## Are the soft vibrations of black phosphorus its layers sliding?

**Question**

I have the vibrations of bulk black phosphorus from a density-functional calculation with the PBE functional. All twelve belong to the same wave vector, Γ, where every primitive cell of the crystal moves in step; that is what the 1 in "phonon q row" points to. "Phonon frequency" is in cm⁻¹.

Phonon frequencies of bulk black phosphorus at Γ (q row 1), calculated with ABINIT 10.8.3 and PBE without dispersion correction, in the cell relaxed at zero pressure. The runs use PseudoDojo NC SR PBE v0.5 stringent potentials, a 489.8 eV cutoff, a 6×6×4 k mesh and Fermi-Dirac smearing of 0.05 eV; the acoustic sum rule is imposed.

| row | phonon q row (row) | phonon frequency (cm⁻¹) |
| --- | --- | --- |
| 1 | 1 | 0.0 |
| 2 | 1 | 0.0 |
| 3 | 1 | 0.0 |
| 4 | 1 | 110.2 |
| 5 | 1 | 186.9 |
| 6 | 1 | 220.9 |
| 7 | 1 | 339.0 |
| 8 | 1 | 412.2 |
| 9 | 1 | 418.0 |
| 10 | 1 | 423.4 |
| 11 | 1 | 449.8 |
| 12 | 1 | 453.0 |

The first three are the crystal moving as a whole. Then come three soft modes, a wide empty stretch, and six stiff ones. There is only one element here, so different masses can't be the reason.

My own reading is that black phosphorus is a stack of weakly held layers, and that the soft modes are those layers sliding over each other. A colleague says the motion is inside each layer: the layer is puckered into two halves, and fewer bonds join the halves than hold each half together. Which of us is right? And why does row 7 stand by itself below the other stiff modes?

**Answer**

Your colleague is looking in the right place, but the number of bonds is only half of the reason. What matters more is that a bond resists being stretched much more strongly than being swung sideways. Your own reading can be settled first, because it fails on geometry alone.

**Why it isn't the layers**

Divide the volume of the primitive cell by the area that it covers in the layer, and you get a height of 5.63 Å. That is room for one puckered layer and the gap next to it, but not for two. The primitive cell therefore holds a single layer, and the next layer is a copy of it in the next cell. At Γ all copies move together, so a layer that moves rigidly takes the whole crystal with it. That motion is already in rows 1–3, where the frequency is zero.

Layers that slide against each other do exist as a vibration, but at another wave vector. Forces between layers may still add something to rows 4–6, and these frequencies can't separate that share. For anyone who peels or transfers flakes, the consequence is practical: a soft mode in this list is not a measure of how firmly the layers stick together.

**Counting what the bonds can hold**

Each phosphorus atom has three bonds. Two run within its own half of the layer and form a zigzag chain; the third crosses to the other half. Four atoms with three bonds each, every bond shared by two atoms, make six bonds per cell.

Four atoms can move in twelve independent ways. Six bonds can oppose at most six of these by being stretched, and in this geometry they do oppose six. The other six motions leave every bond length unchanged, as long as the displacements are small. Three of them are the translations, and three remain as vibrations that have to find their restoring force elsewhere. This is the division in your table: three soft optical modes, then six stiff ones, with the widest step of the whole list between them.

Water is a simpler system that works in the same way. Its three atoms have three vibrations, and its two bonds account for two of them, the stretches, at very roughly 3700 cm⁻¹. The third vibration only changes the angle and lies at less than half of that. The analogy covers the counting and the order of the modes, not the sizes, since hydrogen is light. A free molecule can also rotate, so six rigid motions are subtracted there, against three for a crystal at Γ.

**What the three soft motions look like**

The geometry gives three ways to move the atoms of a layer without stretching a bond. In the first, the two halves slide past each other along the zigzag chains, at right angles to the bonds that join them. In the second they slide across the chains, and the atoms rise or sink a little so that the joining bonds keep their length. In the third, each joining bond moves up or down as a rigid rod, and neighbouring rods move in opposite directions, like pistons.

All three change the angles between bonds. A phosphorus atom prefers a certain angle between its three bonds, so theory expects angle bending to supply most of the restoring force. It is a weaker force than bond stretching, and the frequencies agree with that: the three soft modes contribute only 8% of the sum of all squared frequencies. The frequencies alone don't tell which of the three motions is row 4. The symmetry of the crystal keeps the three from mixing with each other, though the second may take in some bond stretching.

**Your colleague's version, put to the test**

Suppose that only the number of bonds mattered. Each bond would then act as a spring that resists displacement equally in every direction. The two halves moving against each other would be softer than the rest, because only two of the six bonds join them. This also gives three soft modes, so the count by itself can't decide between the two pictures.

The spread of the soft modes can. If a spring is equally stiff in all directions, it makes no difference whether the halves move along the chains, across them or up and down. The three soft modes would then share one frequency, even if the bonds between the halves had a different strength from those within them. In the table the highest of the three is twice the lowest. Forces between the layers may cause part of that spread, but the stiff modes point the same way. Such springs would give rows 7–9 one common frequency too, and these rows run from 339 to 418 cm⁻¹. Direction must matter, and a chemical bond has a clear direction: its own axis.

**Why row 7 stands apart**

Look at one atom while all its bonds are stretched at the same moment. The two zigzag bonds pull it back towards their side. The third bond, which leads to the other half, makes an angle of 103.5° with each of them. Because this is more than a right angle, the third bond pulls partly against the other two. The forces on the atom cancel in part, and the vibration is slow.

Now let the zigzag bonds stretch while the third bond is compressed. The third bond pushes where it pulled before, so the forces add and the vibration is fast. The same angle thus lowers one mode and raises its partner. In the model these two are the lowest and the highest of the stiff modes. The slow one therefore matches row 7, while rows 11 and 12 lie too close together to say which of them is the fast one. Water obeys the same rule: its angle is also wider than 90°, and the stretch in which both bonds lengthen together is the lower one.

**An estimate for row 7**

Give every bond the same spring constant k along its axis and no other stiffness. With m for the mass of an atom, each squared angular frequency is a pure number λ times k/m, and λ depends only on the directions of the bonds.

1. *The bond between the halves.* Two equal atoms on one spring give λ = 2.

2. *The zigzag bonds.* The chain repeats every 3.317 Å and its bonds are 2.233 Å long. A bond thus runs along the chain by the fraction 3.317/(2 × 2.233) = 0.743 of its length, and across it by c = √(1 − 0.743²) = 0.67. When neighbouring atoms move apart across the chain, two bonds act, each with the strength c², and both atoms move. This gives λ = 4c² ≈ 1.79.

3. *The coupling.* It is the cosine of 103.5°, which is −0.233, times 2√2. The 2 stands for the two ends of a bond, and the √2 arises because two zigzag bonds face one joining bond at each atom. The size is 0.66.

4. *The slow partner.* Two coupled vibrations move apart around their mean: λ = 1.90 − √(0.10² + 0.66²) ≈ 1.23. Here 1.90 is the mean of 1.79 and 2, and 0.10 is half their difference.

5. *The scale.* Each of the six bonds adds 2 to the sum of all λ, which is therefore 12. The squared frequencies of rows 7–12 add up to about 1,046,000 cm⁻². A twelfth of that is 87,200, and its square root is 295 cm⁻¹.

The estimate for row 7 is then 295 × √1.23, or about 330 cm⁻¹, against 339 in the table. Row 7 was one of the six rows that set the scale, so the level is not an independent success. Its distance from the other stiff modes, taken relative to that level, is a better test, because in the model it comes from the bond directions alone. If the third bond stood at right angles to the zigzag bonds, the coupling would vanish and the lowest stiff mode of the model would lie near 395 cm⁻¹.

**How far the model goes**

Over rows 7–12, taken in order of frequency, the typical (root-mean-square) miss is 14 cm⁻¹. Springs that are equally stiff in all directions, with their one constant set from the same six rows in the same way, miss by 31 cm⁻¹. The spring constant comes out near 160 N/m. It is an effective value, because it also absorbs whatever the bond angles contribute to the stiff modes.

For rows 4–6 the model gives zero. It explains why there are three soft modes but not how soft they are, and a second kind of spring, for the angles, would be needed for that. It can't explain the order of close neighbours either. Rows 8–10 lie within about 11 cm⁻¹ of each other, which is less than the typical miss. The calculation itself may not be settled that finely, since its mesh of electron wave vectors is coarse and its electronic smearing is not small beside the narrow band gap.

Take care when you lay these numbers beside a measured Raman spectrum. The highest line of black phosphorus is found at roughly 470 cm⁻¹, while the highest mode here is at 453. PBE tends to make bonds somewhat soft, which would lower this mode. Without a dispersion correction it also lets the layers drift too far apart, and no calculation here shows what that does to the frequency. Shifts of this size don't touch the division into three and six, which rests on the number of bonds and on their being much stiffer along their length than sideways.

For another covalent crystal you can start in the same way. Take three motions per atom in the primitive cell, then subtract the number of bonds and the three translations. If something is left over, at least that many independent optical motions at Γ leave every bond length unchanged. Look for the modes built mainly from them at the soft end.
